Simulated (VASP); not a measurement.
ZrH:

```xyz
6
Lattice="4.1320 0.0000 0.0000 0.0000 4.1320 0.0000 0.0000 0.0000 4.5130" Properties=species:S:1:pos:R:3 pbc="T T T"
Zr    2.0660    0.0000    2.2565
Zr    0.0000    2.0660    2.2565
Zr    2.0660    2.0660    2.2565
H     2.0660    2.0660    0.7763
H     2.0660    2.0660    3.7367
H     2.0660    2.0660    0.0000
```

The cell was built by a generator and needn't be a form met in nature.

```yaml
Program: VASP 6.6.1
Task: relaxation of cell and atoms
Functional: PBE
Potentials_or_basis: VASP PAW PBE potentials, release 64 (Zr_sv, H)
Cutoff: 520 eV
k_mesh: 4 × 4 × 4
Occupations: gaussian, width 0.15 eV
Spin: no spin polarisation
```

At the start: pressure 88.7 GPa; volume 12.84 Å³/atom.

Q: Where does the relaxation end?

A: Over 11 steps the energy falls by 2141.8 meV/atom and the volume is 26.61 Å³/atom (+107.2 %); space group P4/mmm (No. 123, to 0.05 Å).

Step by step:
| step | energy change (eV) | largest force (eV/Å) | pressure (GPa) | volume (Å³) |
| --- | --- | --- | --- | --- |
| 1 | 0.0000 | 3.4318 | 88.69 | 77.05 |
| 2 | -9.6308 | 4.6614 | -4.37 | 186.15 |
| 3 | -11.3634 | 3.6943 | 6.97 | 135.09 |
| 4 | -11.6724 | 4.2481 | 1.77 | 150.97 |
| 5 | -11.8440 | 4.2077 | 2.72 | 148.53 |
| 6 | -12.6454 | 1.4856 | -1.39 | 165.28 |
| 7 | -12.7035 | 0.6695 | -0.79 | 161.03 |
| 8 | -12.8354 | 0.2725 | 0.00 | 159.11 |
| 9 | -12.8477 | 0.1337 | 0.42 | 158.23 |
| 10 | -12.8478 | 0.1402 | 0.39 | 158.29 |
| 11 | -12.8508 | 0.0224 | 0.00 | 159.67 |

Final structure:
```
Zr H
1.0
     5.15616    0.00000    0.00000
     0.00000    5.15616    0.00000
     0.00000    0.00000    6.00589
Zr H
3 3
Direct
  0.50000 0.00000 0.50000
  0.00000 0.50000 0.50000
  0.50000 0.50000 0.50000
  0.50000 0.50000 0.16368
  0.50000 0.50000 0.83632
  0.50000 0.50000 0.00000
```

Caveat: the k mesh is coarse (spacing up to 0.38 Å⁻¹), so the values aren't converged; the volume moved by over 15 % at a fixed basis, so the end points are rough.
